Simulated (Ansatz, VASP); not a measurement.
# Cross-check of HfZnO3 between VASP and Ansatz

Aim: how closely do two programs agree when they are given the same cell, functional and k mesh? The cell is generated by rule, not measured, and may not be a known phase. The cell is taken from a series of runs on this material, whose earlier steps may have relaxed, scaled, displaced or heated it; both programs get it as it stands.

Program: Ansatz 0.2.0. Level of theory: plane waves, with VASP 6.6.1 beside it; zone-centre phonons at PBEsol. Results are calculated unless marked as measured.

The structure was built from a prototype and need not be the compound's stable phase.

### Step 1. The structure

The structure is orthorhombic, space group Amm2 (No. 38). Conventional cell: a = 3.802 Å, b = 8.014 Å, c = 8.049 Å, α = 90.00°, β = 90.00°, γ = 90.00°. Zn has 6 O at 2.10 to 2.35 Å nearest. Zn has 4 O at 1.97 to 2.15 Å nearest. Nearest to Hf lie 6 O at 1.99 to 2.26 Å. O has 2 Hf at 2.03 to 2.22 Å and 2 Zn at 2.35 Å nearest. Nearest to O lie 2 Hf at 1.99 Å. Nearest to O lie 2 Zn at 1.97 Å and 2 Hf at 2.26 Å. Farther neighbours and most contacts between anions are not listed.

### Step 2. Ansatz: zone-centre phonons, PBEsol

Ansatz runs on its PAW soft_1 files.

Second derivatives magnify differences that forces hide, and they need a tight electronic threshold.

input.yaml reads:

```yaml
crystal:
  lattice:
    - [3.8023688837, 0.0, 0.0]
    - [0.0, 4.0069123418, 4.0242992935]
    - [0.0, -4.0069123418, 4.0242992935]
  atoms:
    - { symbol: Zn, position: [0.0, 0.4606337123, 0.4606337123] }
    - { symbol: Zn, position: [0.0, 0.0841957097, 0.0841957097] }
    - { symbol: Hf, position: [0.5, 0.5133740807, 0.9886122332] }
    - { symbol: Hf, position: [0.5, 0.9886122332, 0.5133740807] }
    - { symbol: O, position: [0.5, 0.6743871621, 0.3431794352] }
    - { symbol: O, position: [0.5, 0.3431794352, 0.6743871621] }
    - { symbol: O, position: [0.5, 0.8207370033, 0.8207370033] }
    - { symbol: O, position: [0.5, 0.1470690739, 0.1470690739] }
    - { symbol: O, position: [0.0, 0.462990547, 0.0903697348] }
    - { symbol: O, position: [0.0, 0.0903697348, 0.462990547] }
kpoints:
  mp_grid: { grid: [6, 4, 4] }
hamiltonian:
  xc: pbesol
  pseudopotentials: { kind: paw, azcp: { folder: soft_1 }, xc_functional: pbe }
scf:
  occupations: { method: fixed }
output:
  eigenvalues: true
phonons:
  method: dfpt
  dielectric: true
  rigid_motions: translations
```

Launch:

```sh
$ ansatz run input.yaml --threads 8 --pin off --max-ram 16384MiB --backend cpu --events-out ev --progress --plain --runs-dir out
```

Numbers of over 12 decimals in the logs are rounded to 6 here.

What it wrote:

```text
Engine: ansatz 0.2.0, aarch64-unknown-linux-gnu
Pseudopotentials: kind: paw
Pseudopotential: Zn, paw, valence charge 12, recommended cutoff 420 eV (normal), soft_1/Zn.paw.azcp
Pseudopotential: Hf, paw, valence charge 26, recommended cutoff 420 eV (normal), soft_1/Hf.paw.azcp
Pseudopotential: O, paw, valence charge 6, recommended cutoff 420 eV (normal), soft_1/O.paw.azcp
Functional definition: PBEsol
  exchange = pbesol_x
  correlation = pbesol_c
Crystal: 10 atoms, lattice volume = 122.627 Å³
Basis set: ecut = 420 eV, 2421 PW (Γ), exchange–correlation on 54×80×80 points (8 copies of the dense FFT grid, shifted against one another)
Bands: 68, of which v1, the nominal top of the filled ones, is band 56 counted from 1 (55 counted from 0)
Symmetry: 4 space group operations
k-points: 52 of 96 (irreducible under 1 space group operation, time reversal used)
Non-local potential: Zn, projectors of the file, l = 0: 2, l = 1: 2, l = 2: 3, l = 3: 1
Non-local potential: Hf, projectors of the file, l = 0: 3, l = 1: 2, l = 2: 2, l = 3: 3
Non-local potential: O, projectors of the file, l = 0: 2, l = 1: 2, l = 2: 1
PAW form: soft (Blöchl's): semilocal exchange-correlation on the pseudo side does not see the compensation charge
PAW frozen core: Zn, regenerated for the run's functional, and the local potential with it (the file was generated under x = pbe(κ = 0.804, μ = 0.219515), c = pbe(β = 0.066725))
PAW frozen core: Hf, regenerated for the run's functional, and the local potential with it (the file was generated under x = pbe(κ = 0.804, μ = 0.219515), c = pbe(β = 0.066725))
PAW frozen core: O, regenerated for the run's functional, and the local potential with it (the file was generated under x = pbe(κ = 0.804, μ = 0.219515), c = pbe(β = 0.066725))
PAW one-centre angular grid: Zn, 590 points (default); XC on 64 Gauss nodes
PAW one-centre angular grid: Hf, 590 points (default); XC on 64 Gauss nodes
PAW one-centre angular grid: O, 110 points (default); XC on 64 Gauss nodes
Initial density: superposition of atomic densities (chi_scale 0.1, normalization cell, long waves kept (reshape's long-wave potential 0.03 eV rms))
Initial wavefunctions: pseudopotential atomic-orbital guess
Functional: x = pbesol(κ = 0.804, μ = 0.123457), c = pbesol(β = 0.046)
SCF iter   1: F=—  HF=-41137.928470 eV  |F-HF|=—  |Δ(HF+E_count)|=         —  Δρ=1.04e-1  dr2=1.46e1  ethr=3.10e-3  ⟨swp⟩=4.7  Hψ=11175  notcnv=0  defer=474
preconditioner: auto → Resta (q_TF=auto, 2.687 Å⁻¹)  ε∞=5.3  [insulator: Δε(μ)=1.792 eV  Ē_g=16.803 eV  n_scr=38 (ndim 8)  ℏωp=34.8 eV  f_vac=0.010  ε∞_Penn≈5.3]
SCF iter   2: F=—  HF=-41134.396359 eV  |F-HF|=—  |Δ(HF+E_count)|=    3.53e0  Δρ=4.26e-2  dr2=2.94e0  ethr=3.10e-3  ⟨swp⟩=2.5  Hψ=7460  notcnv=0  defer=493
SCF iter   3: F=—  HF=-41133.441887 eV  |F-HF|=—  |Δ(HF+E_count)|=   9.54e-1  Δρ=2.49e-2  dr2=9.11e-1  ethr=2.63e-3  ⟨swp⟩=2.0  Hψ=6411  notcnv=0  defer=494
SCF iter   4: F=—  HF=-41133.179885 eV  |F-HF|=—  |Δ(HF+E_count)|=   2.62e-1  Δρ=8.57e-3  dr2=6.49e-2  ethr=8.13e-4  ⟨swp⟩=2.0  Hψ=6367  notcnv=0  defer=516
SCF iter   5: F=—  HF=-41133.205755 eV  |F-HF|=—  |Δ(HF+E_count)|=   2.59e-2  Δρ=5.05e-3  dr2=3.17e-2  ethr=5.79e-5  ⟨swp⟩=3.0  Hψ=6714  notcnv=0  defer=519
SCF iter   6: F=—  HF=-41133.191139 eV  |F-HF|=—  |Δ(HF+E_count)|=   1.46e-2  Δρ=1.22e-3  dr2=1.89e-3  ethr=2.83e-5  ⟨swp⟩=2.8  Hψ=6423  notcnv=0  defer=520
SCF iter   7: F=—  HF=-41133.192007 eV  |F-HF|=—  |Δ(HF+E_count)|=   8.68e-4  Δρ=8.06e-4  dr2=7.59e-4  ethr=1.69e-6  ⟨swp⟩=2.0  Hψ=6306  notcnv=0  defer=520
SCF iter   8: F=—  HF=-41133.192120 eV  |F-HF|=—  |Δ(HF+E_count)|=   1.13e-4  Δρ=4.37e-4  dr2=2.41e-4  ethr=6.78e-7  ⟨swp⟩=2.0  Hψ=6306  notcnv=0  defer=472
SCF iter   9: F=—  HF=-41133.192134 eV  |F-HF|=—  |Δ(HF+E_count)|=   1.45e-5  Δρ=1.21e-4  dr2=1.69e-5  ethr=2.15e-7  ⟨swp⟩=2.0  Hψ=5688  notcnv=0  defer=254
SCF iter  10: F=—  HF=-41133.192140 eV  |F-HF|=—  |Δ(HF+E_count)|=   5.92e-6  Δρ=1.04e-4  dr2=1.05e-5  ethr=1.51e-8  ⟨swp⟩=2.0  Hψ=5785  notcnv=0  defer=247
SCF iter  11: F=—  HF=-41133.192141 eV  |F-HF|=—  |Δ(HF+E_count)|=   8.74e-7  Δρ=1.67e-5  dr2=3.87e-7  ethr=9.41e-9  ⟨swp⟩=2.0  Hψ=5783  notcnv=0  defer=246
SCF iter  12: F=—  HF=-41133.192140 eV  |F-HF|=—  |Δ(HF+E_count)|=   1.03e-6  Δρ=8.50e-6  dr2=7.93e-8  ethr=3.46e-10  ⟨swp⟩=2.0  Hψ=6329  notcnv=0  defer=246
SCF iter  13: F=—  HF=-41133.192140 eV  |F-HF|=—  |Δ(HF+E_count)|=   2.69e-8  Δρ=7.22e-6  dr2=4.47e-8  ethr=7.08e-11  ⟨swp⟩=2.0  Hψ=6202  notcnv=0  defer=246
SCF iter  14: F=—  HF=-41133.192140 eV  |F-HF|=—  |Δ(HF+E_count)|=   1.29e-8  Δρ=2.07e-6  dr2=5.04e-9  ethr=3.99e-11  ⟨swp⟩=2.0  Hψ=5588  notcnv=0  defer=246
SCF iter  15: F=—  HF=-41133.192140 eV  |F-HF|=—  |Δ(HF+E_count)|=  4.66e-10  Δρ=7.87e-7  dr2=6.66e-10  ethr=4.50e-12  ⟨swp⟩=2.0  Hψ=6202  notcnv=0  defer=246
[...]
k-point 1: bands = [... 52 lower, 8.6915, 8.9247, 9.2982, 9.5749, 11.8239, 13.6499, 14.7901, 14.9300, ... 8 higher]
  k-point 2: bands = [... 52 lower, 8.6149, 9.0516, 9.3717, 9.4597, 12.7215, 12.9925, 14.8635, 14.9937, ... 8 higher]
  k-point 51: bands = [... 52 lower, 8.6587, 8.8812, 9.0942, 9.4748, 13.9541, 14.4572, 14.7285, 15.2414, ... 8 higher]
--- Phonons (Γ-DFPT): 21 representative perturbations + reference, on 52 of 96 k-points (Σ response iterations 91) ---
  k mesh reduced under 1 symmetry operation, with k and −k counted as one. Each operation leaves every solved perturbation unchanged. A smaller set is not considered because the run solves the response to a homogeneous field
  ASR residual: 2.178e-4 → 0.000e0 eV/Å²; symmetrization residual: 2.835e-5 eV/Å²
  ASR residual per site (eV/Å²): 8.16e-5 2.18e-4 3.66e-5 3.66e-5 5.26e-5 5.26e-5 1.65e-4 7.08e-5 1.32e-4 1.32e-4
  Γ frequencies (cm⁻¹): -127.38 -82.74 0.00 0.00 0.00 82.15 93.05 113.20 125.39 132.57 133.53 141.82 174.85 195.46 202.18 216.88 237.69 254.06 307.13 380.37 385.75 417.53 446.40 473.61 534.26 534.88 586.92 674.45 700.71 755.45
  ε∞ (high-frequency dielectric tensor):
        5.348045    -0.000000     0.000000
       -0.000000     5.137436     0.000000
        0.000000     0.000000     4.966599
  softest optical mode at Γ: -127.38 cm⁻¹; the repairs (sum rule, projections) moved no ω² at Γ by more than (4.18 cm⁻¹)²
  Born effective charges Z* (e; rows j = field, columns β = displacement):
    site 0:
         2.87326   -0.00000    0.00000
        -0.00000    2.62787   -0.00000
         0.00000   -0.00000    2.05004
    site 1:
         2.56810    0.00000    0.00000
        -0.00000    1.97287   -0.00000
         0.00000   -0.00000    2.22292
    site 2:
         4.82835   -0.00000    0.00000
        -0.00000    5.53893   -0.11917
         0.00000   -0.31476    5.23268
    site 3:
         4.82835    0.00000    0.00000
         0.00000    5.53893    0.11917
         0.00000    0.31476    5.23268
    site 4:
        -1.85674   -0.00000   -0.00000
        -0.00000   -2.01868   -0.17965
        -0.00000   -0.16032   -3.87993
    site 5:
        -1.85674    0.00000   -0.00000
         0.00000   -2.01868    0.17965
        -0.00000    0.16032   -3.87993
    site 6:
        -1.12245    0.00000   -0.00000
         0.00000   -4.81229    0.00000
        -0.00000    0.00000   -1.85716
    site 7:
[...]
site 8:
[...]
site 9:
[...]
Z* charge neutrality: 2.001e-2 e pre-enforcement
  solved inside a basis spanned on kpoints, on 6×4×4 k-points, its susceptibility summed on 10×6×6: ε∞ is read to err by 2.3e-2, Z* by 5.7e-2 e (field_mesh: kpoints solves on kpoints); Z* is corrected for what the basis lacks
  optical modes at Γ without the LO–TO term, one row a degenerate level:
      ω (cm⁻¹)  modes    IR ((D/Å)²/amu)
[...]
optical modes at Γ + LO–TO along q̂ = [1.0000, 0.0000, 0.0000]:
      ω (cm⁻¹)  modes    IR ((D/Å)²/amu)
[...]
optical modes at Γ + LO–TO along q̂ = [0.0000, 1.0000, 0.0000]:
      ω (cm⁻¹)  modes    IR ((D/Å)²/amu)
[...]
optical modes at Γ + LO–TO along q̂ = [0.0000, 0.0000, 1.0000]:
      ω (cm⁻¹)  modes    IR ((D/Å)²/amu)
[...]
446.40      1             4.2732
        486.77      1             2.6064
        534.26      1            30.4186
        586.92      1             6.5733
        650.17      1            58.4929
        674.45      1             0.0000
        700.71      1            24.4535
        755.45      1            15.4485
```

(Continued in part 2 of 3.)

[Lines on the potential files, build, host, timing and source positions are cut from VASP's logs without a mark.]

[Logs are printed without paths, hosts, clocks, repeated set-up lines and the standing remarks that a program may print on its own settings, such as how far it seeks lower states.]

[Hosts, paths, dates, database ids (printed as entryN), source tags and the programs' standing remarks are cut or masked in the printed files.]
